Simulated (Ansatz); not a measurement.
Does relaxation matter for the field gradients of PbO2?

Start: an entry of the Crystallography Open Database (COD), taken as it stands.

Space group Pbcn (No. 60); a = 4.9470, b = 5.9510, c = 5.4970 Å.

| site | Wyckoff | site symmetry | x | y | z |
| --- | --- | --- | --- | --- | --- |
| Pb | 4c | .2. | 0.0000 | 0.1780 | 0.2500 |
| O | 8d | 1 | 0.2760 | 0.4100 | 0.4250 |

One atom of each set is listed.

Computed with Ansatz: DFT, PBE, plane waves and PAW, scalar-relativistic, 420 eV cutoff, Γ-centred 7×6×6 k-points, Fermi–Dirac smearing 0.05 eV.

The largest force at the start is 1.0 eV/Å. Relaxing the ions at fixed cell moves them by 0.087 Å at most (atom 5, O) and 0.072 Å rms.

```json
{"site": "Pb", "moved (Å)": "0.017", "first shell before": "6 O at 2.17 Å", "first shell after": "6 O at 2.13–2.23 Å", "V_zz before (10²¹ V/m²)": "-5.94", "η before": "0.43"}
{"site": "O", "moved (Å)": "0.087", "first shell before": "3 Pb at 2.17 Å", "first shell after": "3 Pb at 2.13–2.23 Å", "V_zz before (10²¹ V/m²)": "-11.87", "η before": "0.36"}
```

(1) What are V_zz and η after the relaxation?

Results:

(1) 

```json
{"site": "Pb", "V_zz after": "-7.50", "η after": "0.17", "change of V_zz": "-1.56"}
{"site": "O", "V_zz after": "-11.32", "η after": "0.46", "change of V_zz": "+0.55"}
```

The largest change of V_zz is on Pb, from -5.94 to -7.50. In per cent, |V_zz| changes by +26 on Pb, -5 on O (all sites that start above 2). On Pb V_xx and V_yy change places (or their axes turn by over 50°), so the two values of η hide a larger change.

With no gap above 0.1 eV, as in a metal, the gradients converge slowly in k; expect changes of a tenth or more on a denser mesh. Spin–orbit coupling is left out, which shifts gradients on Pb by a few per cent in wide-gap crystals, and can shift them far more where the calculated gap is small or absent, as here. Semilocal functionals make gaps too small and can close them, so the real compound need not be a metal.
Before: At this cell the PBE pressure is 10 GPa, so with PBE the cell would grow if it were relaxed. The entry's cell may itself be off.
After: At this cell the PBE pressure is 8 GPa, so with PBE the cell would grow if it were relaxed.
